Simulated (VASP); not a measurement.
# NiO (Fm-3m) in VASP: a series of runs, part 2 of 2

VASP 6.6.1. The steps go on from the part before.

## (4) Relaxation of cell and atoms, PBE+U, collinear spin, ferromagnetic start

This run uses another cell than the first one, of 9.23 Å³/atom, 1.017 times its volume.

INCAR

```
SYSTEM = NiO
PREC     = Accurate       ! precision mode
ENCUT    = 600            ! plane-wave cutoff, eV
EDIFF    = 1E-7           ! SCF threshold, eV
ISMEAR   = 0              ! smearing method
SIGMA    = 0.03           ! smearing width, eV
LREAL    = .False.        ! projectors in reciprocal space
LASPH    = .True.         ! aspherical terms in the spheres
NELM     = 150            ! most SCF steps
ALGO     = Normal         ! electronic algorithm
ISIF     = 3              ! what is computed and relaxed
LWAVE    = .False.        ! write WAVECAR
LCHARG   = .False.        ! write CHGCAR
ISPIN    = 2              ! spin polarisation
MAGMOM   = 2 0            ! initial moments
LORBIT   = 11             ! projections on sites
LMAXMIX  = 4              ! l up to which the mixer works
LDAU     = .True.         ! DFT+U
LDAUTYPE = 2            
LDAUL    = 2 -1           ! shell
LDAUU    = 6.2 0          ! U, eV
LDAUJ    = 0 0          
LDAUPRINT= 1            
GGA      = PE             ! functional
IBRION   = 2              ! ionic algorithm
NSW      = 90             ! ionic steps
EDIFFG   = -0.005         ! ionic threshold
AMIX     = 0.2          
BMIX     = 1E-4         
AMIX_MAG = 0.8          
BMIX_MAG = 1E-4
```

KPOINTS

```
regular mesh
0
Gamma
  12 12 12
  0 0 0
```

POSCAR

```
NiO                                     
1.0
    0.0000000000      2.0978138330      2.0978138330
    2.0978138330      0.0000000000      2.0978138330
    2.0978138330      2.0978138330     -0.0000000000
  Ni              O             
     1     1
Direct
     0.0000000000000000    0.0000000000000000    0.0000000000000000
     0.5000000000000000    0.5000000000000000    0.5000000000000000
```

Potentials or basis: VASP PAW PBE potentials, release 64 (Ni, O).

Command:

```bash
$ cat potpaw_PBE.64/Ni/POTCAR potpaw_PBE.64/O/POTCAR > POTCAR
$ mpirun -np 1 vasp_std > vasp.out
```

OUTCAR:

```text
SYSTEM = NiO
   PREC = Accurate
   ENCUT = 600
   EDIFF = 1E-7
   ISMEAR = 0
   LREAL = .False.
   LASPH = .True.
   NELM = 150
   ISIF = 3
   ISPIN = 2
   LORBIT = 11
   GGA = PE
   IBRION = 2
   NSW = 90
   EDIFFG = -0.005
   AMIX = 0.2
   AMIX_MAG = 0.8

 ion  position               nearest neighbor table
   1  0.000  0.000  0.000-   2 2.10   2 2.10   2 2.10   2 2.10   2 2.10   2 2.10
   2  0.500  0.500  0.500-   1 2.10   1 2.10   1 2.10   1 2.10   1 2.10   1 2.10

  LATTYP: Found a face centered cubic cell.
 ALAT       =     4.1956276660

  Lattice vectors:

 A1 = (   0.0000000000,   2.0978138330,   2.0978138330)
 A2 = (   2.0978138330,   0.0000000000,   2.0978138330)
 A3 = (   2.0978138330,   2.0978138330,   0.0000000000)

Analysis of symmetry for initial positions (statically):
=====================================================================
 Subroutine PRICEL returns:
 Original cell was already a primitive cell.

 Routine SETGRP: Setting up the symmetry group for a
 face centered cubic supercell.

 Subroutine GETGRP returns: Found 48 space group operations
 (whereof 48 operations were pure point group operations)
[... 990 lines left out ...]
      7       4.6189      1.00000
      8      10.5804      0.00000
      9      11.3155      0.00000
     10      15.0401      0.00000
     11      17.7656      0.00000
     12      19.9101      0.00000
     13      22.5923      0.00000

 [... further k-points ...]
[... 5 lines left out ...]
  --------------------------------------------------------------------------------------
  -------------------------------------------------------------------------------------
  Total       -0.0019036     -0.0019036     -0.0019036      0.0000000      0.0000000     -0.0000000
  in kB       -0.1651789     -0.1651789     -0.1651789      0.0000000      0.0000000     -0.0000000
  external PRESSURE =      -0.1651789 kB  Pullay stress =       0.0000000 kB

 VOLUME and BASIS-vectors are now :
 -----------------------------------------------------------------------------
  energy-cutoff  :      600.00
  volume of cell :       18.46
      direct lattice vectors                 reciprocal lattice vectors
     0.000000000  2.097813833  2.097813833    -0.238343361  0.238343361  0.238343361
     2.097813833  0.000000000  2.097813833     0.238343361 -0.238343361  0.238343361
     2.097813833  2.097813833  0.000000000     0.238343361  0.238343361 -0.238343361

 POSITION                                       TOTAL-FORCE (eV/Angst)
 -----------------------------------------------------------------------------------
      0.00000      0.00000      0.00000         0.000000      0.000000      0.000000
      2.09781      2.09781      2.09781         0.000000     -0.000000     -0.000000
 -----------------------------------------------------------------------------------
    total drift:                                0.000000     -0.000000     -0.000000

  FREE ENERGIE OF THE ION-ELECTRON SYSTEM (eV)
  ---------------------------------------------------
  free  energy   TOTEN  =       -10.1679806050 eV

  energy  without entropy=      -10.1679806050  energy(sigma->0) =      -10.16798060

 reached required accuracy - stopping structural energy minimisation

 total charge

# of ion       s       p       d       tot
------------------------------------------
    1        0.340   0.415   8.213   8.969
    2        1.544   3.479   0.000   5.023
--------------------------------------------------
tot          1.884   3.894   8.213  13.992

 magnetization (x)

# of ion       s       p       d       tot
------------------------------------------
    1        0.012   0.013   1.800   1.824
    2        0.017   0.152   0.000   0.169
--------------------------------------------------
tot          0.029   0.165   1.800   1.994
```

OSZICAR:

```text
N       E                     dE             d eps       ncg     rms          rms(c)
DAV:   1     0.978488110133E+02    0.97849E+02   -0.91504E+03  3824   0.180E+03
DAV:   2    -0.315525832746E+01   -0.10100E+03   -0.89801E+02  4024   0.306E+02
DAV:   3    -0.962566130338E+01   -0.64704E+01   -0.63371E+01  4154   0.884E+01
DAV:   4    -0.969189444082E+01   -0.66233E-01   -0.66200E-01  4162   0.891E+00
DAV:   5    -0.969303400553E+01   -0.11396E-02   -0.11395E-02  4080   0.120E+00    0.155E+01
DAV:   6    -0.907735063788E+01    0.61568E+00   -0.60736E+00  4527   0.549E+01    0.145E+01
DAV:   7    -0.973299481358E+01   -0.65564E+00   -0.10687E+00  5004   0.277E+01    0.122E+01
DAV:   8    -0.100218587695E+02   -0.28886E+00   -0.23665E-01  4612   0.959E+00    0.658E+00
DAV:   9    -0.101332821901E+02   -0.11142E+00   -0.72131E-02  4645   0.546E+00    0.202E+00
DAV:  10    -0.101638079830E+02   -0.30526E-01   -0.17188E-02  4581   0.388E+00    0.345E-01
DAV:  11    -0.101673477401E+02   -0.35398E-02   -0.66541E-03  5124   0.227E+00    0.281E-01
DAV:  12    -0.101678616696E+02   -0.51393E-03   -0.16832E-03  4355   0.978E-01    0.133E-01
DAV:  13    -0.101679698213E+02   -0.10815E-03   -0.16289E-04  4416   0.243E-01    0.592E-02
DAV:  14    -0.101679805381E+02   -0.10717E-04   -0.43806E-05  4780   0.108E-01    0.326E-02
DAV:  15    -0.101679806507E+02   -0.11263E-06   -0.41168E-06  5037   0.677E-02    0.838E-03
DAV:  16    -0.101679807946E+02   -0.14386E-06   -0.73281E-07  3833   0.115E-02    0.443E-03
DAV:  17    -0.101679806417E+02    0.15286E-06   -0.35698E-07  3952   0.112E-02    0.972E-04
DAV:  18    -0.101679806050E+02    0.36777E-07   -0.50154E-08  1882   0.479E-03
   1 F= -.10167981E+02 E0= -.10167981E+02  d E =-.101680E+02  mag=     2.0000
```

CONTCAR:

```text
NiO
   1.00000000000000
     0.0000000000000000    2.0978138330000000    2.0978138330000000
     2.0978138330000000    0.0000000000000000    2.0978138330000000
     2.0978138330000000    2.0978138330000000    0.0000000000000000
  Ni              O
     1     1
Direct
     0.0000000000000000    0.0000000000000000    0.0000000000000000
     0.5000000000000000    0.5000000000000000    0.5000000000000000

  0.00000000E+00  0.00000000E+00  0.00000000E+00
  0.00000000E+00  0.00000000E+00  0.00000000E+00
```

Wall time 16 s (1 thread of Intel Xeon 6975P-C (Granite Rapids), shared host); peak memory 0.17 GiB.

What came out:

| Property | Result |
| --- | --- |
| Free energy | -10.1680 eV |
| Pressure after relaxing | 0.0 GPa |
| Band gap on the k mesh | 2.55 eV, indirect (least direct gap 3.19 eV) |
| Net moment | 2.00 μB per cell |
| Site moments | Ni +1.82; O +0.17 μB |
| Valence electrons inside the program's atomic spheres | Ni 8.97; O 5.02 |

Final structure:
```
Ni O
1.0
     0.00000    2.09781    2.09781
     2.09781    0.00000    2.09781
     2.09781    2.09781    0.00000
Ni O
1 1
Direct
  0.00000 0.00000 0.00000
  0.50000 0.50000 0.50000
```

Levels at points of the mesh, in eV from the valence-band top:
Spin up:
| k point | band 7 | band 8 | band 9 | band 10 | band 11 | band 12 |
| --- | --- | --- | --- | --- | --- | --- |
| (0.00, 0.00, 0.00) | -1.37 | -1.37 | -1.37 | 2.66 | 17.84 | 17.84 |
| (0.50, 0.00, 0.00) | -3.10 | 0.00 | 0.00 | 6.72 | 11.03 | 14.93 |
| (0.50, 0.50, 0.00) | -4.19 | -2.72 | -2.72 | 6.98 | 11.48 | 11.86 |
Spin down:
```tsv
k point	band 4	band 5	band 6	band 7	band 8	band 9	band 10	band 11
(0.00, 0.00, 0.00)	-4.00	-1.03	-1.03	-1.03	2.55	2.55	3.01	18.10
(0.50, 0.00, 0.00)	-4.02	-2.21	-1.95	-1.95	4.85	4.85	6.90	11.48
(0.50, 0.50, 0.00)	-3.11	-3.11	-2.40	-2.40	2.99	3.42	7.62	11.77
```

Eigenvalues of the final occupation matrices:
```csv
site,spin,trace,eigenvalues
site 1 d,1,5.02,0.98 0.98 0.98 1.04 1.04
site 1 d,2,3.22,0.14 0.14 0.98 0.98 0.98
```

Caveat: the relaxation stopped at its first step, so nothing moved; a cell with one magnetic atom can't hold antiferromagnetic order, which such compounds often take.

## (5) Phonons, PBE+U, collinear spin, ferromagnetic start

This run uses another cell than the first one, of 9.23 Å³/atom, 1.017 times its volume.

POSCAR

```
NiO
1.0
    0.0000000000      2.0978138330      2.0978138330
    2.0978138330      0.0000000000      2.0978138330
    2.0978138330      2.0978138330      0.0000000000
  Ni              O
     1     1
Direct
     0.0000000000000000    0.0000000000000000    0.0000000000000000
     0.5000000000000000    0.5000000000000000    0.5000000000000000
```

INCAR.step1

```
SYSTEM = NiO
ALGO = Normal
AMIX = 0.2
AMIX_MAG = 0.8
BMIX = 1E-4
BMIX_MAG = 1E-4
EDIFF = 1E-8
EDIFFG = -0.002
ENCUT = 600
GGA = PE
IBRION = 2
ISIF = 3
ISMEAR = 0
ISPIN = 2
LASPH = .TRUE.
LCHARG = .FALSE.
LDAU = .TRUE.
LDAUJ = 0 0
LDAUL = 2 -1
LDAUPRINT = 1
LDAUTYPE = 2
LDAUU = 6.2 0
LMAXMIX = 4
LORBIT = 11
LREAL = .FALSE.
LWAVE = .FALSE.
MAGMOM = 2 0
NELM = 150
NSW = 40
PREC = Accurate
SIGMA = 0.03
```

INCAR.step2

```
SYSTEM = NiO
ALGO = Normal
AMIX = 0.2
AMIX_MAG = 0.8
BMIX = 1E-4
BMIX_MAG = 1E-4
EDIFF = 1E-8
ENCUT = 600
GGA = PE
IBRION = 6
ISIF = 2
ISMEAR = 0
ISPIN = 2
LASPH = .TRUE.
LCHARG = .FALSE.
LDAU = .TRUE.
LDAUJ = 0 0
LDAUL = 2 -1
LDAUPRINT = 1
LDAUTYPE = 2
LDAUU = 6.2 0
LMAXMIX = 4
LORBIT = 11
LREAL = .FALSE.
LWAVE = .FALSE.
MAGMOM = 2 0
NELM = 150
NFREE = 2
NSW = 1
POTIM = 0.015
PREC = Accurate
SIGMA = 0.03
```

KPOINTS

```
k-points
0
G
  12 12 12
  0 0 0
```

Potentials or basis: VASP PAW PBE potentials, release 64 (Ni, O).

Command:

```bash
$ cat potpaw_PBE.64/Ni/POTCAR potpaw_PBE.64/O/POTCAR > POTCAR
$ cp INCAR.step1 INCAR
$ mpirun -np 1 vasp_std > vasp.out
$ cp CONTCAR POSCAR
$ cp INCAR.step2 INCAR
$ mpirun -np 1 vasp_std > vasp.out
```

OUTCAR:

```text
SYSTEM = NiO
   AMIX = 0.2
   AMIX_MAG = 0.8
   EDIFF = 1E-8
   ENCUT = 600
   GGA = PE
   IBRION = 6
   ISIF = 2
   ISMEAR = 0
   ISPIN = 2
   LASPH = .TRUE.
   LORBIT = 11
   LREAL = .FALSE.
   NELM = 150
   NFREE = 2
   NSW = 1
   POTIM = 0.015
   PREC = Accurate

 ion  position               nearest neighbor table
   1  0.000  0.000  0.000-   2 2.10   2 2.10   2 2.10   2 2.10   2 2.10   2 2.10
   2  0.500  0.500  0.500-   1 2.10   1 2.10   1 2.10   1 2.10   1 2.10   1 2.10

  LATTYP: Found a face centered cubic cell.
 ALAT       =     4.1956276660

  Lattice vectors:

 A1 = (   0.0000000000,   2.0978138330,   2.0978138330)
 A2 = (   2.0978138330,   0.0000000000,   2.0978138330)
 A3 = (   2.0978138330,   2.0978138330,   0.0000000000)

Analysis of symmetry for initial positions (statically):
[... 1198 lines left out ...]

 INTERNAL STRAIN TENSOR FOR ION    1 for displacements in x,y,z  (eV/Angst):
          X           Y           Z          XY          YZ          ZX
  --------------------------------------------------------------------------------
  x     0.00000     0.00000     0.00000     0.00000     0.00000     0.00000
  y     0.00000     0.00000     0.00000     0.00000     0.00000     0.00000
  z     0.00000     0.00000     0.00000     0.00000     0.00000     0.00000

 INTERNAL STRAIN TENSOR FOR ION    2 for displacements in x,y,z  (eV/Angst):
          X           Y           Z          XY          YZ          ZX
  --------------------------------------------------------------------------------
  x     0.00000     0.00000     0.00000     0.00000     0.00000     0.00000
  y     0.00000     0.00000     0.00000     0.00000     0.00000     0.00000
  z     0.00000     0.00000     0.00000     0.00000     0.00000     0.00000

 Eigenvectors and eigenvalues of the dynamical matrix
 ----------------------------------------------------

   1 f  =    9.705763 THz    60.983107 2PiTHz  323.749402 cm-1    40.139792 meV
             X         Y         Z           dx          dy          dz
      0.000000  0.000000  0.000000    -0.463327    0.000000    0.000000
      2.097814  2.097814  2.097814     0.886187    0.000000    0.000000
[... 21 lines left out ...]
   6 f/i=    0.005357 THz     0.033657 2PiTHz    0.178680 cm-1     0.022154 meV
             X         Y         Z           dx          dy          dz
      0.000000  0.000000  0.000000     0.000000    0.000000    0.886187
      2.097814  2.097814  2.097814     0.000000    0.000000    0.463327

 ELASTIC MODULI CONTR FROM IONIC RELAXATION (kBar)
 Direction    XX          YY          ZZ          XY          YZ          ZX
 --------------------------------------------------------------------------------
 XX           0.0000      0.0000      0.0000      0.0000      0.0000      0.0000
 YY           0.0000      0.0000      0.0000      0.0000      0.0000      0.0000
 ZZ           0.0000      0.0000      0.0000      0.0000      0.0000      0.0000
 XY           0.0000      0.0000      0.0000      0.0000      0.0000      0.0000
 YZ           0.0000      0.0000      0.0000      0.0000      0.0000      0.0000
 ZX           0.0000      0.0000      0.0000      0.0000      0.0000      0.0000
 --------------------------------------------------------------------------------

 total charge

# of ion       s       p       d       tot
------------------------------------------
    1        0.340   0.416   8.213   8.969
    2        1.544   3.479   0.000   5.023
--------------------------------------------------
tot          1.884   3.894   8.213  13.992

 magnetization (x)

# of ion       s       p       d       tot
------------------------------------------
    1        0.012   0.013   1.800   1.824
    2        0.017   0.152   0.000   0.169
--------------------------------------------------
tot          0.029   0.165   1.800   1.994
```

OUTCAR.step1:

```text
SYSTEM = NiO
   AMIX = 0.2
   AMIX_MAG = 0.8
   EDIFF = 1E-8
   EDIFFG = -0.002
   ENCUT = 600
   GGA = PE
   IBRION = 2
   ISIF = 3
   ISMEAR = 0
   ISPIN = 2
   LASPH = .TRUE.
[... 1062 lines left out ...]

 total charge

# of ion       s       p       d       tot
------------------------------------------
    1        0.340   0.415   8.213   8.969
    2        1.544   3.479   0.000   5.023
--------------------------------------------------
tot          1.884   3.894   8.213  13.992

 magnetization (x)

# of ion       s       p       d       tot
------------------------------------------
    1        0.012   0.013   1.800   1.824
    2        0.017   0.152   0.000   0.169
--------------------------------------------------
tot          0.029   0.165   1.800   1.994
```

OSZICAR.step1:

```text
N       E                     dE             d eps       ncg     rms          rms(c)
DAV:   1     0.978488110133E+02    0.97849E+02   -0.91504E+03  3824   0.180E+03
DAV:   2    -0.315525832746E+01   -0.10100E+03   -0.89801E+02  4024   0.306E+02
[... 10 lines left out ...]
DAV:  13    -0.101679698213E+02   -0.10815E-03   -0.16289E-04  4416   0.243E-01    0.592E-02
DAV:  14    -0.101679805381E+02   -0.10717E-04   -0.43806E-05  4780   0.108E-01    0.326E-02
DAV:  15    -0.101679806507E+02   -0.11263E-06   -0.41168E-06  5037   0.677E-02    0.838E-03
DAV:  16    -0.101679807946E+02   -0.14387E-06   -0.73294E-07  3940   0.115E-02    0.443E-03
DAV:  17    -0.101679806446E+02    0.14996E-06   -0.38601E-07  4977   0.111E-02    0.103E-03
DAV:  18    -0.101679806032E+02    0.41425E-07   -0.40360E-08  3966   0.463E-03    0.424E-04
DAV:  19    -0.101679806006E+02    0.25636E-08   -0.51169E-09  1945   0.118E-03
   1 F= -.10167981E+02 E0= -.10167981E+02  d E =-.101680E+02  mag=     2.0000
```

Wall time 97 s (1 thread of Intel Xeon 6975P-C (Granite Rapids), shared host); peak memory 0.26 GiB.

What came out:

```yaml
Net_moment: 2.00 μB per cell
Site_moments: Ni +1.82; O +0.17 μB
Valence_electrons_inside_the_program's_atomic_spheres: Ni 8.97; O 5.02
Highest_phonon_frequency_at_Γ_LO-TO_splitting_left_out: 324 cm⁻¹
```

Phonon frequencies in cm⁻¹ (negative: imaginary):
| q point | frequencies |
| --- | --- |
| (0.000, 0.000, 0.000) | 0 0 0 324 324 324 |

Eigenvalues of the final occupation matrices:
```
    site  spin  trace               eigenvalues
site 1 d     1   5.02  0.98 0.98 0.98 1.04 1.04
site 1 d     2   3.22  0.14 0.14 0.98 0.98 0.98
```

Caveat: a cell with one magnetic atom can't hold antiferromagnetic order, which such compounds often take. The state reached can hang on the start; a lower one may exist.

## (6) Overview

```csv
task,cell,by perturbation theory,gap on the mesh (eV),pressure (GPa),moment (μB)
single point,"Fm-3m, 9.08 Å³/atom",-,2.52,3.2,2.00
relaxation of cell and atoms,relaxed,-,2.55,0.0,2.00
phonons,"Fm-3m, 9.23 Å³/atom",no,-,-,2.00
```

Alike in all rows: level PBE+U; potentials or basis VASP PAW PBE potentials, release 64 (Ni, O); spin collinear, ferromagnetic start; Ni d U = 6.2 eV; k mesh 12 × 12 × 12; cutoff (eV) 600; smearing gaussian 0.03 eV.

Caveats: a cell with one magnetic atom can't hold antiferromagnetic order, which such compounds often take; the relaxation stopped at its first step, so nothing moved (some runs).

Absolute energies hang on the potentials; compare differences alone.
